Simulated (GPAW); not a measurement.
Here is a GPAW 26.7.0 calculation.

File run.py:

```python
from ase.dft.bandgap import bandgap
from ase.io import read, write
from ase.units import GPa
from gpaw import GPAW, PW

atoms = read('AlN.cif')

calc = GPAW(mode=PW(1200),
            xc='PBE',
            kpts={'size': (7, 7, 4), 'gamma': True},
            occupations={'name': 'fermi-dirac', 'width': 0.05},
            nbands=18,
            convergence={'density': 1e-05, 'energy': 1e-05},
            maxiter=80,
            txt='gpaw.txt')
atoms.calc = calc
energy = atoms.get_potential_energy()
forces = atoms.get_forces()
stress = atoms.get_stress()
calc.write('gs.gpw')
write('result.traj', atoms)
print(f'Energy: {energy:.6f} eV')
print('Forces (eV/A):')
print(forces.round(4))
print('Stress (GPa):', (stress / GPa).round(3))
print('Fermi level:', round(calc.get_fermi_level(), 4), 'eV')
print(f'Gap: {bandgap(calc)[0]:.4f} eV, direct: {bandgap(calc, direct=True)[0]:.4f} eV')
```

Contents of AlN.cif:

```cif
data_AlN
_cell_length_a 3.11300000
_cell_length_b 3.11300000
_cell_length_c 4.98100000
_cell_angle_alpha 90.00000000
_cell_angle_beta 90.00000000
_cell_angle_gamma 120.00000000
_space_group_name_H-M_alt 'P6_3mc'
_space_group_name_Hall 'P 6c -2c'
_space_group_IT_number 186
loop_
_space_group_symop_operation_xyz
'x,y,z'
'x-y,x,z+1/2'
'-y,x-y,z'
'-x,-y,z+1/2'
'-x+y,-x,z'
'y,-x+y,z+1/2'
'y,x,z+1/2'
'x,x-y,z'
'x-y,-y,z+1/2'
'-y,-x,z'
'-x,-x+y,z+1/2'
'-x+y,y,z'
loop_
_atom_site_label
_atom_site_type_symbol
_atom_site_symmetry_multiplicity
_atom_site_Wyckoff_symbol
_atom_site_fract_x
_atom_site_fract_y
_atom_site_fract_z
_atom_site_occupancy
Al1 Al 2 b 0.6666666667 0.3333333333 0.5000000000 1
N1 N 2 b 0.6666666667 0.3333333333 0.8800000000 1
```

Potentials or basis: GPAW PAW data sets (gpaw-data 1.2.1), pw.

Run with:

```console
$ OMP_NUM_THREADS=1 python run.py
```

Q: What does it give for the band gap on the k mesh?

A: 4.23 eV, direct.

Q: Predict the largest force.

A: 0.133 eV/Å.

Q: Predict the pressure.

A: 5.2 GPa.

Stress tensor (GPa, compression positive):
```
4.71 0.00 0.00
0.00 4.71 0.00
0.00 0.00 6.29
```

PBE gaps usually lie below the measured ones, often by a third to a half.
